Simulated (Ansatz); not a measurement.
InSe (P-6m2) from a database structure at its r2SCAN+rVV10 geometry, run in Ansatz at 3 levels of theory. Calculated for a static, non-magnetic cell.

The PBE+SOC input:
```yaml
crystal:
  lattice:
    - [4.0203956407, 0.0, 0.0]
    - [-2.0101978204, 3.4817647581, 0.0]
    - [0.0, 0.0, 16.8352962886]
  atoms:
    - { symbol: In, position: [0.0, 0.0, 0.5827254373] }
    - { symbol: In, position: [0.0, 0.0, 0.4172745627] }
    - { symbol: In, position: [0.3333333333, 0.6666666667, 0.9172742579] }
    - { symbol: In, position: [0.3333333333, 0.6666666667, 0.0827257421] }
    - { symbol: Se, position: [0.6666666667, 0.3333333333, 0.8420143401] }
    - { symbol: Se, position: [0.6666666667, 0.3333333333, 0.1579856599] }
    - { symbol: Se, position: [0.3333333333, 0.6666666667, 0.6579484744] }
    - { symbol: Se, position: [0.3333333333, 0.6666666667, 0.3420515256] }
kpoints:
  mp_grid: { grid: [12, 12, 2] }
  band_path:
    path:
      - [0.0, 0.0, 0.0]
      - [0.5, 0.0, 0.0]
      - [0.3333333333, 0.3333333333, 0.0]
      - [0.0, 0.0, 0.5]
      - [0.5, 0.0, 0.5]
      - [0.3333333333, 0.3333333333, 0.5]
    npoints: 1
hamiltonian:
  xc: pbe
scf:
  occupations: { method: fermi_dirac, width: 0.02 }
  n_extra_bands: 12
magnetization:
  noncollinear: true
  spin_orbit: true
output:
  forces: true
  stress: true
  eigenvalues: true
```

Main results, then, where recorded, the levels near the gap in eV from the Fermi energy (columns number the bands from 0), one row a point of the path (Γ, M, K, A, L, H):
```
Crystal: 8 atoms, lattice volume = 235.662 Å³
Symmetry: 12 space group operations + 12 with time reversal
Magnetic group: BNS 187.210 (UNI 1440)
```
```
Basis set: ecut = 420 eV, 4653 PW (Γ)
k-points: 38 of 288 (time reversal used)
SCF 1 converged in 11 iterations: F = -44280.117870 eV  dr2 = 8.01e-9
Free energy (F): -44280.117870 eV
Fermi energy:    7.415148 eV
--- Forces (eV/Å), atoms counted from 1 ---
  atom   1  In      0.00000      0.00000    -0.11846
  atom   2  In      0.00000      0.00000      0.11846
  atom   3  In      0.00000      0.00000      0.11869
  atom   4  In      0.00000      0.00000    -0.11869
  atom   5  Se      0.00000      0.00000    -0.19012
  atom   6  Se      0.00000      0.00000      0.19012
  atom   7  Se      0.00000      0.00000      0.19077
  atom   8  Se      0.00000      0.00000    -0.19077
--- Stress (GPa, compression-positive) ---
        2.425441       0.000000       0.000000
        0.000000       2.425441       0.000000
        0.000000       0.000000       2.302497
  P = ⅓ Tr σ = 2.3845 GPa (23.845 kbar)
```
```tsv
band_110	band_111	band_112	band_113	band_114	band_115	band_116	band_117	band_118	band_119	band_120	band_121
-1.319	-1.319	-1.240	-1.240	-0.192	-0.192	0.187	0.187	1.419	1.419	1.828	1.828
-2.303	-2.303	-2.010	-2.010	-1.770	-1.770	1.131	1.131	1.153	1.153	1.549	1.549
-2.306	-2.261	-2.128	-2.033	-1.984	-1.908	1.576	1.583	1.598	1.601	2.040	2.168
-1.269	-1.269	-1.067	-1.067	-1.037	-1.037	0.935	0.935	0.995	0.995	1.863	1.863
-2.339	-2.339	-1.881	-1.881	-1.751	-1.751	0.989	0.989	1.090	1.090	1.528	1.528
-2.339	-2.300	-2.121	-2.025	-1.835	-1.780	1.428	1.472	1.650	1.666	2.070	2.158
```

With PBE+SOC the gap is 0.38 eV and direct, at Γ.

**Question.** In the first input these blocks are replaced (the band path and keys that only write files left aside):
```yaml
hamiltonian:
  xc: r2scan
scf:
  occupations: { method: fixed }
  n_extra_bands: 6
```
(magnetization left out)
What comes out?

**Answer.**
```
Basis set: ecut = 500 eV, 6019 PW (Γ)
k-points: 38 of 288 (time reversal used)
SCF 1 converged in 7 iterations: F = -44365.206270 eV  dr2 = 8.04e-8
Free energy (F): -44365.206270 eV
Fermi energy:    6.964955 eV
--- Forces (eV/Å), atoms counted from 1 ---
  atom   1  In      0.00000      0.00000      0.01305
  atom   2  In      0.00000      0.00000    -0.01305
  atom   3  In      0.00000      0.00000    -0.01296
  atom   4  In      0.00000      0.00000      0.01296
  atom   5  Se      0.00000      0.00000      0.03029
  atom   6  Se      0.00000      0.00000    -0.03029
  atom   7  Se      0.00000      0.00000    -0.03008
  atom   8  Se      0.00000      0.00000      0.03008
--- Stress (GPa, compression-positive) ---
        0.776473       0.000000       0.000000
        0.000000       0.776473       0.000000
        0.000000       0.000000       0.775202
  P = ⅓ Tr σ = 0.7760 GPa (7.760 kbar)
```
```tsv
band_55	band_56	band_57	band_58	band_59	band_60
-1.224	-1.224	0.000	0.828	1.994	2.531
-2.141	-1.860	-1.614	1.615	1.719	2.011
-2.129	-1.929	-1.785	2.007	2.020	2.670
-1.255	-0.837	-0.808	1.499	1.557	2.554
-2.212	-1.732	-1.592	1.518	1.584	2.066
-2.167	-1.920	-1.650	1.889	2.081	2.696
```
With r2SCAN the gap is 0.83 eV and direct, at Γ. The mean pressure at these positions is +0.78 GPa, compression counted positive.

**Question.** In the first input these blocks are replaced (the band path and keys that only write files left aside):
```yaml
kpoints:
  mp_grid: { grid: [6, 6, 2] }
hamiltonian:
  xc: hse06
scf:
  occupations: { method: fixed }
  n_extra_bands: 6
```
(magnetization left out)
What comes out?

**Answer.**
```
Basis set: ecut = 420 eV, 4653 PW (Γ)
k-points: 14 of 72 (time reversal used)
SCF 1 stopped early in 7 iterations: F = -44271.761455 eV  dr2 = 1.33e-6
Exchange kernel: α = 0.2500, screened, ω = 0.2079 Å⁻¹, Wigner–Seitz truncation, v(0) = 1046.7906 eV·Å³, q-mesh 6×6×2
SCF 2 stopped early in 8 iterations: F = -44293.863581 eV  dr2 = 6.87e-6
hybrid outer 1: dexx = +3.666e-2 eV, tail = 2.14e-4 eV
SCF 3 converged in 7 iterations: F = -44293.863707 eV  dr2 = 1.15e-9
hybrid outer 2: dexx = +2.566e-6 eV, tail = 8.11e-8 eV, Δε = 1.67e-3 eV, ΔF = 3.17e-3 eV/Å
SCF 4 converged in 2 iterations: F = -44293.863708 eV  dr2 = 4.22e-10
hybrid outer 3: dexx = +1.044e-9 eV, tail = 1.33e-9 eV, Δε = 4.51e-5 eV, ΔF = 2.37e-4 eV/Å
Free energy (F): -44293.863708 eV
Fermi energy:    6.773587 eV
--- Forces (eV/Å), atoms counted from 1 ---
  atom   1  In      0.00000      0.00000      0.07273
  atom   2  In      0.00000      0.00000    -0.07273
  atom   3  In      0.00000      0.00000    -0.07390
  atom   4  In      0.00000      0.00000      0.07390
  atom   5  Se      0.00000      0.00000      0.11827
  atom   6  Se      0.00000      0.00000    -0.11827
  atom   7  Se      0.00000      0.00000    -0.11641
  atom   8  Se      0.00000      0.00000      0.11641
--- Stress (GPa, compression-positive) ---
        0.662574       0.000000       0.000000
        0.000000       0.662574       0.000000
        0.000000       0.000000       0.767461
  P = ⅓ Tr σ = 0.6975 GPa (6.975 kbar)
```
```tsv
band_55	band_56	band_57	band_58	band_59	band_60
-1.282	-1.282	0.000	1.143	2.382	2.820
-2.265	-1.918	-1.668	1.928	2.129	2.349
-2.290	-1.972	-1.835	2.360	2.364	3.149
-1.316	-0.852	-0.820	1.823	1.883	2.872
-2.338	-1.789	-1.654	1.856	1.933	2.465
-2.328	-1.964	-1.710	2.249	2.429	3.153
```
With HSE06 the gap is 1.14 eV and direct, at Γ. The mean pressure at these positions is +0.7 GPa, compression counted positive. (The program warns that its thresholds are loose for a hybrid's stress.)

Small level splittings and stresses of the hybrids carry the error of their coarser meshes.

Totals of different functionals, or with and without spin-orbit coupling, can't be compared.

Only the levels marked +SOC include spin-orbit coupling.
